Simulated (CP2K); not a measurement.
Sn in CP2K: convergence with cutoff ry

Input of the first run (cutoff ry 90 Ry); the others differ in this setting and in those tied to it:

File sn_converge.inp:

```
&GLOBAL
  PROJECT sn_converge
  RUN_TYPE ENERGY_FORCE
  PRINT_LEVEL LOW
&END GLOBAL
&FORCE_EVAL
  METHOD QS
  STRESS_TENSOR ANALYTICAL
  &DFT
    BASIS_SET_FILE_NAME BASIS_MOLOPT_UZH
    POTENTIAL_FILE_NAME POTENTIAL_UZH
    &MGRID
      CUTOFF 90
      REL_CUTOFF 60
      NGRIDS 4
    &END MGRID
    &QS
      METHOD GPW
      EPS_DEFAULT 1.0E-10
    &END QS
    &KPOINTS
      SCHEME MONKHORST-PACK 8 8 8
      GAMMA_CENTERED T
      SYMMETRY T
      SYMMETRY_BACKEND SPGLIB
    &END KPOINTS
    &SCF
      SCF_GUESS ATOMIC
      EPS_SCF 1.0E-6
      MAX_SCF 100
      ADDED_MOS 8
      CHOLESKY OFF
      EPS_EIGVAL 1.0E-7
      &DIAGONALIZATION ON
        ALGORITHM STANDARD
      &END DIAGONALIZATION
      &MIXING ON
        METHOD BROYDEN_MIXING
        ALPHA 0.4
        BETA 1.5
        NBUFFER 8
      &END MIXING
      &SMEAR ON
        METHOD FERMI_DIRAC
        ELECTRONIC_TEMPERATURE 1160.45
      &END SMEAR
    &END SCF
    &XC
      &XC_FUNCTIONAL
        &GGA_X_RPBE
        &END GGA_X_RPBE
        &GGA_C_PBE
        &END GGA_C_PBE
      &END XC_FUNCTIONAL
    &END XC
    &PRINT
      &KPOINTS ON
      &END KPOINTS
      &MULLIKEN ON
      &END MULLIKEN
      &MO ON
        ENERGIES T
        OCCUPATION_NUMBERS T
        &EACH
          QS_SCF 0
        &END EACH
        ADD_LAST NUMERIC
      &END MO
    &END PRINT
  &END DFT
  &SUBSYS
    &CELL
      A 3.4060750692 0.0000000000 0.0000000000
      B -0.1954333787 3.4004636700 0.0000000000
      C -1.5549314007 -1.7478084207 2.4756214250
      PERIODIC XYZ
    &END CELL
    &COORD
      SCALED
      Sn  0.0000000000 0.0000000000 0.0000000000
    &END COORD
    &KIND Sn
      BASIS_SET DZVP-MOLOPT-PBE-GTH-q4
      POTENTIAL GTH-PBE-q4
    &END KIND
    &PRINT
      &ATOMIC_COORDINATES ON
      &END ATOMIC_COORDINATES
      &CELL ON
      &END CELL
    &END PRINT
  &END SUBSYS
  &PRINT
    &FORCES ON
    &END FORCES
    &STRESS_TENSOR ON
    &END STRESS_TENSOR
  &END PRINT
&END FORCE_EVAL
```

Potentials or basis: POTENTIAL_UZH Sn GTH-PBE-q4; DZVP-MOLOPT-PBE-GTH basis.

Run with:

```bash
$ OMP_NUM_THREADS=1 cp2k.psmp -i sn_converge.inp -o sn_converge.out
```

This isn't the form of Sn at room conditions, which is tetragonal (white tin).

Hardware: 1 thread of Arm Neoverse V1 (shared host).

| cutoff ry | energy less the tightest run, at zero smearing (meV/atom) | SCF cycles | CPU time (s) | peak memory (GiB) |
| --- | --- | --- | --- | --- |
| 90 Ry | -0.01 | 9 | 12 | 0.16 |
| 140 Ry | -0.02 | 11 | 13 | 0.16 |
| 190 Ry | 0.01 | 11 | 12 | 0.17 |
| 250 Ry | 0.00 | 11 | 14 | 0.19 |
| 320 Ry | 0.00 | 11 | 17 | 0.2 |
| 380 Ry | 0.00 | 11 | 12 | 0.2 |
| 450 Ry | 0.00 | 12 | 14 | 0.21 |
| 560 Ry | 0.00 | 11 | 14 | 0.25 |
| 720 Ry | 0.00 | 10 | 18 | 0.29 |

Against the tightest run, the energy stays within 1 meV/atom from 90 Ry on. The tightest run that finished is the yardstick and may itself not be fully converged.
